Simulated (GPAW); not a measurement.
Runs of GPAW 26.7.0 on TiO2. Symmetry: P4_2/mnm, No. 136, tetragonal system. Conventional cell: a = 4.600 Å, b = 4.600 Å, c = 2.959 Å, α = 90.00°, β = 90.00°, γ = 90.00°. Around Ti (site symmetry mmm) lie 6 O at 1.95 to 1.98 Å. Around O (site symmetry m2m) lie 3 Ti at 1.95 to 1.98 Å. The cell is a database's computed one.

```csv
task,level,potentials or basis,U,cell,k mesh,cutoff (eV),smearing,maxiter,kernel,eta,response ecut,scissors,other keys,mesh quality,gap on the mesh (eV),pressure (GPa),largest force (eV/Å)
single point,LDA,"the program's PAW data sets (release 1.2.1) made for this functional, pw",-,volume scaled by 0.96,5 × 5 × 7,600,fermi-dirac 0.05 eV,80,-,-,-,-,-,not flagged,1.88,-4.1,(b)
optical spectrum,PBEsol+U,"PAW data sets generated in the run's folder for this functional, pw",Ti d U = 3 eV,as given,5 × 5 × 7,550,fermi-dirac 0.001 eV,150,RPA,0.1 eV,40 eV,0.5 eV,-,not flagged,2.30,-,-
relaxation of cell and atoms,MS2,"GPAW PAW data sets (gpaw-data 1.2.1), pw",-,relaxed,4 × 4 × 6,800,fermi-dirac 0.05 eV,150,-,-,-,-,-,coarse,2.25,0.0,-
dielectric tensor,PBEsol+U,"PAW data sets generated in the run's folder for this functional, pw",Ti d U = 3 eV,as given,5 × 5 × 7,550,fermi-dirac 0.001 eV,150,-,-,60 eV,-,-,not flagged,2.30,-,-
band structure,LDA+U,"the program's PAW data sets (release 1.2.1) made for this functional, pw",Ti d U = 4 eV,as given,4 × 4 × 6,800,fermi-dirac 0.05 eV,150,-,-,-,-,-,coarse,2.41,-3.3,(a)
relaxation of cell and atoms,RPBE+D3(BJ),"the program's PAW data sets (release 1.2.1) made for this functional, pw",-,relaxed,4 × 4 × 6,800,fermi-dirac 0.05 eV,150,-,-,-,-,-,coarse,1.93,-0.6,0.01
energy-loss spectrum,PBEsol+U,"PAW data sets generated in the run's folder for this functional, pw",Ti d U = 3 eV,as given,5 × 5 × 7,550,fermi-dirac 0.05 eV,60,RPA,0.05 eV,70 eV,-,"several, not listed",coarse,2.30,-,-
phonons,LDA,"the program's PAW data sets (release 1.2.1) made for this functional, pw",-,relaxed,3 × 3 × 5,800,fermi-dirac 0.05 eV,60,-,-,-,-,"several, not listed",coarse,(c),0.0,-
```

Alike in all rows: no spin polarisation.

Problem. Estimate the missing entries.

Solution. (a) 0.04; (b) 0.10; (c) 1.85.

Caveats: some runs use coarse meshes; an odd mesh through Γ misses points on the zone boundary, where band edges often lie (some runs); response on these states lacks terms of the Hamiltonian (some runs); the long-wavelength limit can be off by several per cent where d states take part (some runs); later steps reuse the first step's grids (some runs); the cutoff is short for stress and forces, so pressures can be off by a GPa or more (some runs); spectra need much finer meshes, so this one isn't converged (some runs); independent-particle spectra lack excitons (some runs).

Runs at the PBE level aren't shown here.
